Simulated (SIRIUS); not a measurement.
**BAs: equation of state with PBE**

The system is BAs.

```
CELL_PARAMETERS angstrom
2.93437 0.00000 0.00000
0.00000 2.93437 0.00000
0.00000 0.00000 2.93437
ATOMIC_POSITIONS crystal
B 0.50000 0.50000 0.50000
As 0.00000 0.00000 0.00000
```

The cell was built by a generator and needn't be a form met in nature.

| Quantity | Value |
| --- | --- |
| Program | SIRIUS 7.12.0 |
| Task | equation of state |
| Functional | PBE |
| Potentials or basis | all-electron FP-LAPW |
| Cutoff | 187 eV |
| Basis | apw+lo standard |
| k mesh | 9 × 9 × 9 |
| Occupations | fermi-dirac, width 0.05 eV |
| Spin | no spin polarisation |
| Muffin tin radii | As 2.4, B 1.75 bohr |
| Basis cutoff (gk_cutoff) | 3.71 1/bohr |
| Cutoff of density and potential (pw_cutoff) | 20 1/bohr |
| lmax of the basis | 10 |
| lmax of density and potential | 8 |
| Valence relativity | iora |
| Core states | As 1s2s2p, B 1s |
| Local orbitals (radial functions) | As 14, B 10 |
| Smallest sphere radius times basis cutoff | 6.49 |

```
Equilibrium volume                      : 12.67 Å³/atom
Bulk modulus                            : 100 GPa
Pressure derivative of the bulk modulus : 4.5 (rough: it moves with the points fitted)
```

Energy against volume, from the lowest point:
```
volume (Å³/atom)  energy (meV/atom)
          11.875              17.58
          12.128               7.83
          12.381               2.17
          12.633               0.00
          12.886               1.07
          13.139               4.96
          13.391              11.52
```

All runs of the series together: 3.8 min on 1 thread of Arm Neoverse V1, on a shared host.
